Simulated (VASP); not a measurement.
# BP (F-43m) in VASP: further runs, part 2 of 2

VASP 6.6.1. Earlier steps stand in the parts before.

## Step 3: Band structure, r2SCAN-EpsX

POSCAR

```
BP
1.0
    0.0000000000      2.2690000000      2.2690000000
    2.2690000000      0.0000000000      2.2690000000
    2.2690000000      2.2690000000      0.0000000000
P B
1 1
Direct
    0.7500000000      0.7500000000      0.7500000000
    0.0000000000      0.0000000000      0.0000000000
```

INCAR.step1

```
SYSTEM = BP
PREC = Accurate ; ENCUT = 520
EDIFF = 1E-8 ; ISMEAR = 0
SIGMA = 0.02 ; LREAL = .FALSE.
LASPH = .TRUE. ; NELM = 100
ALGO = Normal ; ISIF = 2
LWAVE = .FALSE. ; LCHARG = .FALSE.
GGA = PE ; LEPSILON = .TRUE.
KPAR = 4
```

KPOINTS.step1

```
Automatic mesh
0
G
  10 10 10
  0 0 0
```

INCAR.step2

```
SYSTEM = BP
PREC = Accurate ; ENCUT = 520
EDIFF = 1E-5 ; ISMEAR = 0
SIGMA = 0.02 ; LREAL = .FALSE.
LASPH = .TRUE. ; NELM = 100
ALGO = Normal ; ISIF = 2
LWAVE = .TRUE. ; LCHARG = .FALSE.
NBANDS = 11 ; GGA = PE
KPAR = 4
```

KPOINTS.step2

```
Automatic mesh
0
G
  8 8 8
  0 0 0
```

INCAR.step3

```
SYSTEM = BP
PREC = Accurate ; ENCUT = 520
EDIFF = 1E-6 ; ISMEAR = 0
SIGMA = 0.02 ; LREAL = .FALSE.
LASPH = .TRUE. ; NELM = 100
ALGO = Normal ; ISIF = 2
LWAVE = .FALSE. ; LCHARG = .FALSE.
METAGGA = R2SCAN ; LHFCALC = .TRUE.
AEXX = 0.1079 ; LMIXTAU = .TRUE.
PRECFOCK = Fast ; HFRCUT = -1
NBANDS = 11 ; ISTART = 1
KPAR = 4
```

KPOINTS.step3

```
Automatic mesh
0
G
  8 8 8
  0 0 0
```

KPOINTS_OPT

```
path GXWKGLUWLK,UX
12
line-mode
reciprocal
 0.0000000000  0.0000000000  0.0000000000  G
 0.5000000000  0.0000000000  0.5000000000  X

 0.5000000000  0.0000000000  0.5000000000  X
 0.5000000000  0.2500000000  0.7500000000  W

 0.5000000000  0.2500000000  0.7500000000  W
 0.3750000000  0.3750000000  0.7500000000  K

 0.3750000000  0.3750000000  0.7500000000  K
 0.0000000000  0.0000000000  0.0000000000  G

 0.0000000000  0.0000000000  0.0000000000  G
 0.5000000000  0.5000000000  0.5000000000  L

 0.5000000000  0.5000000000  0.5000000000  L
 0.6250000000  0.2500000000  0.6250000000  U

 0.6250000000  0.2500000000  0.6250000000  U
 0.5000000000  0.2500000000  0.7500000000  W

 0.5000000000  0.2500000000  0.7500000000  W
 0.5000000000  0.5000000000  0.5000000000  L

 0.5000000000  0.5000000000  0.5000000000  L
 0.3750000000  0.3750000000  0.7500000000  K

 0.6250000000  0.2500000000  0.6250000000  U
 0.5000000000  0.0000000000  0.5000000000  X
```

Potentials or basis: VASP PAW PBE potentials, release 64 (P, B).

Launch:

```
> cat potpaw_PBE.64/P/POTCAR potpaw_PBE.64/B/POTCAR > POTCAR
> cp INCAR.step1 INCAR
> cp KPOINTS.step1 KPOINTS
> mpirun -np 4 vasp_std > vasp.out
> cp INCAR.step2 INCAR
> cp KPOINTS.step2 KPOINTS
> mpirun -np 4 vasp_std > vasp.out
> cp INCAR.step3 INCAR
> cp KPOINTS.step3 KPOINTS
> mpirun -np 4 vasp_std > vasp.out
```

OUTCAR:

```text
SYSTEM = BP
   PREC = Accurate
   ENCUT = 520
   EDIFF = 1E-6
   ISMEAR = 0
   LREAL = .FALSE.
   LASPH = .TRUE.
   NELM = 100
   ISIF = 2
   METAGGA = R2SCAN
   LHFCALC = .TRUE.
   AEXX = 0.1079
   PRECFOCK = Fast
   ISTART = 1

 ion  position               nearest neighbor table
   1  0.750  0.750  0.750-   2 1.97   2 1.97   2 1.97   2 1.97
   2  0.000  0.000  0.000-   1 1.97   1 1.97   1 1.97   1 1.97

  LATTYP: Found a face centered cubic cell.
 ALAT       =     4.5380000000

  Lattice vectors:

 A1 = (   0.0000000000,   2.2690000000,   2.2690000000)
 A2 = (   2.2690000000,   0.0000000000,   2.2690000000)
 A3 = (   2.2690000000,   2.2690000000,   0.0000000000)

Analysis of symmetry for initial positions (statically):
=====================================================================
 Subroutine PRICEL returns:
 Original cell was already a primitive cell.

 Routine SETGRP: Setting up the symmetry group for a
 face centered cubic supercell.

 Subroutine GETGRP returns: Found 24 space group operations
 (whereof 24 operations were pure point group operations)
 out of a pool of 48 trial point group operations.

The static configuration has the point symmetry T_d .

Analysis of symmetry for dynamics (positions and initial velocities):
=====================================================================
 Subroutine PRICEL returns:
 Original cell was already a primitive cell.

 Routine SETGRP: Setting up the symmetry group for a
 face centered cubic supercell.

 Subroutine GETGRP returns: Found 24 space group operations
 (whereof 24 operations were pure point group operations)
 out of a pool of 48 trial point group operations.

The dynamic configuration has the point symmetry T_d .

 Subroutine INISYM returns: Found 24 space group operations
 (whereof 24 operations are pure point group operations),
 and found     1 'primitive' translations

----------------------------------------------------------------------------------------

                                     Primitive cell

  volume of cell :      23.3633

  direct lattice vectors                    reciprocal lattice vectors
[... 125 lines left out ...]
   LRPA    =     F    only Hartree local field effects (RPA)
 non-spin polarized calculation
 Gauss-broadening in eV      SIGMA  =   0.02
  energy-cutoff  :      520.00
  volume of cell :       23.36
 maximum number of plane-waves:       638
  NGX = 14; NGY = 14; NGZ = 14

 number of electron       8.0000000 magnetization

 Free energy of the ion-electron system (eV)
  ---------------------------------------------------
  ext. energy  EPLUGINS =         0.00000000
  ---------------------------------------------------
  free energy    TOTEN  =       -18.03377361 eV

  energy without entropy =      -18.03377361  energy(sigma->0) =      -18.03377361

 E-fermi :   7.1733     XC(G=0): -10.3976

 val. band max:        7.0884702207   @ k =   0.0000   0.0000   0.0000
 cond. band min:       9.1196754802   @ k =   0.3750   0.3750   0.0000
 fundamental gap:      2.0312052595
 Fermi energy:         7.1732962060

 k-point     1 :       0.0000    0.0000    0.0000
  band No.  band energies     occupation
      1      -9.7954      2.00000
      2       7.0885      2.00000
      3       7.0885      2.00000
      4       7.0885      2.00000
      5      11.3524      0.00000
      6      11.3524      0.00000
      7      11.3524      0.00000
      8      15.8272      0.00000
      9      20.1179      0.00000
     10      20.5163      0.00000
     11      20.5163      0.00000
[... 309 lines left out ...]
 k-point    24 :      -0.3750    0.2500    0.1250
  band No.  band energies     occupation
      1      -5.4570      2.00000
      2      -2.1899      2.00000
      3       2.1347      2.00000
      4       3.6853      2.00000
      5      12.2763      0.00000
      6      13.3139      0.00000
      7      16.7539      0.00000
      8      18.3842      0.00000
      9      18.9250      0.00000
     10      23.2214      0.00000
     11      25.6245      0.00000

 [... further k-points ...]

------------------------ aborting loop because EDIFF is reached ----------------------------------------

  FORCE on cell =-STRESS in cart. coord.  units (eV):
  Direction    XX          YY          ZZ          XY          YZ          ZX
  --------------------------------------------------------------------------------------
  -------------------------------------------------------------------------------------
  Total       -0.2385509     -0.2385509     -0.2385509      0.0000000     -0.0000000      0.0000000
  in kB      -16.3590500    -16.3590500    -16.3590500      0.0000000     -0.0000000      0.0000000
  external PRESSURE =     -16.3590500 kB  Pullay stress =       0.0000000 kB

 VOLUME and BASIS-vectors are now :
 -----------------------------------------------------------------------------
  energy-cutoff  :      520.00
  volume of cell :       23.36
      direct lattice vectors                 reciprocal lattice vectors
     0.000000000  2.269000000  2.269000000    -0.220361393  0.220361393  0.220361393
     2.269000000  0.000000000  2.269000000     0.220361393 -0.220361393  0.220361393
     2.269000000  2.269000000  0.000000000     0.220361393  0.220361393 -0.220361393

 POSITION                                       TOTAL-FORCE (eV/Angst)
 -----------------------------------------------------------------------------------
      3.40350      3.40350      3.40350         0.000000      0.000000      0.000000
      0.00000      0.00000      0.00000        -0.000000     -0.000000     -0.000000
 -----------------------------------------------------------------------------------
    total drift:                               -0.000000     -0.000000     -0.000000

  FREE ENERGIE OF THE ION-ELECTRON SYSTEM (eV)
  ---------------------------------------------------
  free  energy   TOTEN  =       -18.0337736076 eV

  energy  without entropy=      -18.0337736076  energy(sigma->0) =      -18.03377361
```

OUTCAR.step1:

```text
SYSTEM = BP
   PREC = Accurate
   ENCUT = 520
   EDIFF = 1E-8
   ISMEAR = 0
   LREAL = .FALSE.
   LASPH = .TRUE.
   NELM = 100
   ISIF = 2
   GGA = PE
[... 548 lines left out ...]
  x    -0.00000    -0.00000    -0.00000     0.00000    -0.10753     0.00000
  y    -0.00000     0.00000    -0.00000     0.00000     0.00000    -0.10753
  z     0.00000     0.00000    -0.00000    -0.10753     0.00000     0.00000

 BORN EFFECTIVE CHARGES (including local field effects) (in |e|, cummulative output)
 ---------------------------------------------------------------------------------
 ion    1
    1     0.49426    -0.00000     0.00000
    2     0.00000     0.49426     0.00000
    3    -0.00000    -0.00000     0.49426
 ion    2
    1    -0.49426     0.00000    -0.00000
    2     0.00000    -0.49426     0.00000
    3     0.00000     0.00000    -0.49426
```

Wall time 6.6 min (4 MPI ranks of AMD EPYC 9R45 (Zen 5), shared host); peak memory 0.23 GiB.

What came out:

| Quantity | Value |
| --- | --- |
| Free energy | -18.0338 eV |
| Pressure | -1.6 GPa |
| Band gap on the k mesh | 2.03 eV, indirect (least direct gap 4.26 eV) |
| Band gap along the path | 2.00 eV, indirect (least direct gap 4.26 eV) |

Levels at the corners of the path, in eV from the valence-band top:
| point | band 1 | band 2 | band 3 | band 4 | band 5 | band 6 | band 7 | band 8 | band 9 |
| --- | --- | --- | --- | --- | --- | --- | --- | --- | --- |
| Γ | -16.88 | 0.00 | 0.00 | 0.00 | 4.26 | 4.26 | 4.26 | 8.74 | 13.03 |
| X | -11.54 | -9.51 | -4.51 | -4.51 | 2.10 | 2.46 | 13.94 | 13.94 | 17.25 |
| X | -11.54 | -9.51 | -4.51 | -4.51 | 2.10 | 2.46 | 13.94 | 13.94 | 17.25 |
| W | -11.25 | -8.98 | -6.15 | -5.95 | 6.44 | 7.85 | 8.56 | 8.71 | 14.63 |
| W | -11.25 | -8.98 | -6.15 | -5.95 | 6.44 | 7.85 | 8.56 | 8.71 | 14.63 |
| K | -11.56 | -9.06 | -6.75 | -3.85 | 2.98 | 7.13 | 11.25 | 12.23 | 13.25 |
| K | -11.56 | -9.06 | -6.75 | -3.85 | 2.98 | 7.13 | 11.25 | 12.23 | 13.25 |
| Γ | -16.88 | 0.00 | 0.00 | 0.00 | 4.26 | 4.26 | 4.26 | 8.74 | 13.03 |
| Γ | -16.88 | 0.00 | 0.00 | 0.00 | 4.26 | 4.26 | 4.26 | 8.74 | 13.03 |
| L | -13.27 | -9.89 | -1.94 | -1.94 | 4.77 | 5.69 | 5.69 | 11.62 | 16.32 |
| L | -13.27 | -9.89 | -1.94 | -1.94 | 4.77 | 5.69 | 5.69 | 11.62 | 16.32 |
| U | -11.56 | -9.06 | -6.75 | -3.85 | 2.98 | 7.13 | 11.25 | 12.23 | 13.25 |
| U | -11.56 | -9.06 | -6.75 | -3.85 | 2.98 | 7.13 | 11.25 | 12.23 | 13.25 |
| W | -11.25 | -8.98 | -6.15 | -5.95 | 6.44 | 7.85 | 8.56 | 8.71 | 14.63 |
| W | -11.25 | -8.98 | -6.15 | -5.95 | 6.44 | 7.85 | 8.56 | 8.71 | 14.63 |
| L | -13.27 | -9.89 | -1.94 | -1.94 | 4.77 | 5.69 | 5.69 | 11.62 | 16.32 |
| L | -13.27 | -9.89 | -1.94 | -1.94 | 4.77 | 5.69 | 5.69 | 11.62 | 16.32 |
| K | -11.56 | -9.06 | -6.75 | -3.85 | 2.98 | 7.13 | 11.25 | 12.23 | 13.25 |
| U | -11.56 | -9.06 | -6.75 | -3.85 | 2.98 | 7.13 | 11.25 | 12.23 | 13.25 |
| X | -11.54 | -9.51 | -4.51 | -4.51 | 2.10 | 2.46 | 13.94 | 13.94 | 17.25 |

Caveat: the PAW data sets were made with another functional, which shifts forces and pressure a little.
